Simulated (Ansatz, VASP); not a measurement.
**One calculation of CdS (Hawleyite), two programs**

INCAR

```
PREC = Accurate
ENCUT = 520
EDIFF = 1E-6
ISMEAR = 0
SIGMA = 0.01
LREAL = F
LASPH = T
NELM = 60
ALGO = Normal
ISIF = 2
LWAVE = F
LCHARG = F
GGA = CA
NBANDS = 16
```

The input KPOINTS:

```
regular mesh
0
Gamma
  8 8 8
```

File POSCAR:

```
CdS
1.0
    2.8206970692      2.8206970692      0.0000000000
   -2.8206970692      2.8206970692      0.0000000000
    0.0000000000      2.8206970692      2.9626246994
Cd S
1 1
Direct
    0.0000000000      0.0000000000      0.0000000000
    0.7500000000      0.2500000000      0.5000000000
```

Input for Ansatz:

```yaml
crystal:
  lattice:
    - [2.82069706924, 2.82069706924, 0.0]
    - [-2.82069706924, 2.82069706924, 0.0]
    - [0.0, 2.82069706924, 2.96262469944]
  atoms:
    - { symbol: Cd, position: [0.0, 0.0, 0.0] }
    - { symbol: S, position: [0.75, 0.25, 0.5] }
kpoints:
  mp_grid: { grid: [8, 8, 8] }
scf:
  occupations: { method: fixed }
  convergence: { dr2_threshold: 1.0e-10 }
hamiltonian:
  xc: lda
  pseudopotentials: { kind: all_electron, lapw: { basis_error: 0.0005 } }
output:
  forces: true
  stress: true
  eigenstates:
    kpoints:
      - [0.0, 0.0, 0.0]
      - [-0.5, -0.5, -0.5]
      - [-0.5, 0.5, 0.0]
      - [0.0, 0.0, -0.5]
      - [0.0, -0.5, -0.5]
      - [0.0, 0.5, 0.0]
      - [-0.5, 0.0, 0.0]
      - [-0.5, 0.0, -0.5]
  eigenvalues: true
```

Change from the starting cell: film at in-plane strain -0.02.

Alike in both runs: task single point; functional LDA; k mesh 8 × 8 × 8; no spin polarisation.

|  | VASP | Ansatz |
| --- | --- | --- |
| version | VASP 6.6.1 | Ansatz 0.2.0 |
| potentials or method | VASP PAW LDA potentials, release 64 (Cd, S) | all-electron LAPW, scalar-relativistic |
| plane-wave cutoff (eV) | 520 | see its input |
| occupations | gaussian, width 0.01 eV | fixed |

```csv
,VASP,Ansatz,Ansatz less VASP
gap on the k mesh at the Fermi level (eV),0.94,0.91,-0.033
pressure (GPa),1.3,0.8,-0.55
largest component of the traceless stress (GPa),0.69,0.72,+0.024
```

Ansatz ran all-electron here, so the differences hold the error of VASP's frozen core and of both bases.
